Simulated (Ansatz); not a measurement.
GeTe (alpha-GeTe type, space group R3m)

```
CELL_PARAMETERS angstrom
      2.09375     1.20882     3.68733
     -2.09375     1.20882     3.68733
      0.00000    -2.41765     3.68733
ATOMIC_POSITIONS crystal
  Ge 0.23183 0.23183 0.23183
  Te 0.76817 0.76817 0.76817
```

The volume is varied about the relaxed value V₀ at fixed cell shape. The atoms relax within the cell's symmetry.

Level of theory: r2SCAN (plane waves to 500 eV, PAW, scalar-relativistic; Ansatz, a first-principles code). k mesh 10×10×10 (Γ-centred), Fermi-Dirac smearing 0.05 eV. Energies are smeared free energies. Stress and pressure are positive under compression. With the shape held, the modulus is that of even scaling; a crystal free to change shape is softer. GeTe was relaxed with its symmetry unable to fall. Spin-orbit coupling is left out, though Te is heavy. The PAW data are Ansatz's earlier set. ΔE is measured from the relaxed starting cell. The last digit holds for this mesh only.

```tsv
V (Å³/atom)	ΔE (meV/atom)
23.518	withheld
24.414	67.0
25.310	35.3
26.206	14.7
27.102	3.4
27.998	0.0
28.893	3.1
29.789	11.5
30.685	24.5
31.581	41.2
32.477	61.0
```

Fit a third-order Birch-Murnaghan form (E₀, V₀, B₀, B₀′ free) to the given rows and predict ΔE at V = 23.518.

Least squares on the 10 given rows: ΔE = E₀ + (9V₀B₀/16)·y²·[2 + (B₀′ − 4)y], y = (V₀/V)^(2/3) − 1, with V₀ = 27.998 Å³/atom, B₀ = 36.12 GPa (160.2 GPa = 1 eV/Å³; the term in eV is multiplied by 1000), B₀′ = 4.68, E₀ = 0.03 meV/atom; root-mean-square residual 0.04 meV/atom. At 23.518 the fit gives 112.5 meV/atom; the calculation gives 111.4 meV/atom, so the extrapolation is off by 1.1 (+1.0 %). For the pressure the fit gives 9.5 GPa against the computed 9.1 GPa.

(A scan under strain: stresses follow from slopes of the energy per volume, elastic moduli from its curvatures.)
